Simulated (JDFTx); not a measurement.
Crystal: Sn.

```
CELL_PARAMETERS angstrom
0.00000 3.23334 3.23334
3.23334 0.00000 3.23334
3.23334 3.23334 0.00000
ATOMIC_POSITIONS crystal
Sn 0.75000 0.75000 0.75000
Sn 0.50000 0.50000 0.50000
```

This isn't the form of Sn at room conditions, which is tetragonal (white tin).

| Property | Result |
| --- | --- |
| Program | JDFTx 1.7.0 (patched build) |
| Task | single point |
| Functional | PBE |
| Potentials or basis | PseudoDojo-SR-PBE-0.5-standard |
| Cutoff | 980 eV |
| Density cutoff | 3918 eV |
| k mesh | 7 × 7 × 7 |
| Occupations | fermi-dirac, width 0.05 eV |
| Spin | no spin polarisation |

On this cell: pressure 3.9 GPa; largest force zero by symmetry; band gap on the k mesh none (metal or under the smearing width).

The same run follows on a disturbed copy (atoms moved at random, drawn with an rms of 0.05 Å):

```xyz
2
Lattice="0.0000 3.2333 3.2333 3.2333 0.0000 3.2333 3.2333 3.2333 0.0000" Properties=species:S:1:pos:R:3 pbc="T T T"
Sn    4.9199    4.8950    4.8835
Sn    3.2625    3.2161    3.2452
```

Task: What changes?

Result: The energy (extrapolated to zero smearing) moves by +11.9 meV/atom; pressure 4.0 GPa; largest force 0.591 eV/Å; band gap on the k mesh none (metal or under the smearing width).

Forces on the atoms (eV/Å):
```
Sn  -0.306 -0.490 -0.124
Sn   0.306  0.490  0.124
```

Stress tensor (GPa, compression positive):
```
 4.02 -0.46 -1.54
-0.46  3.95 -0.98
-1.54 -0.98  4.05
```

Caveats: forces may be off by hundredths of an eV/Å (some runs).
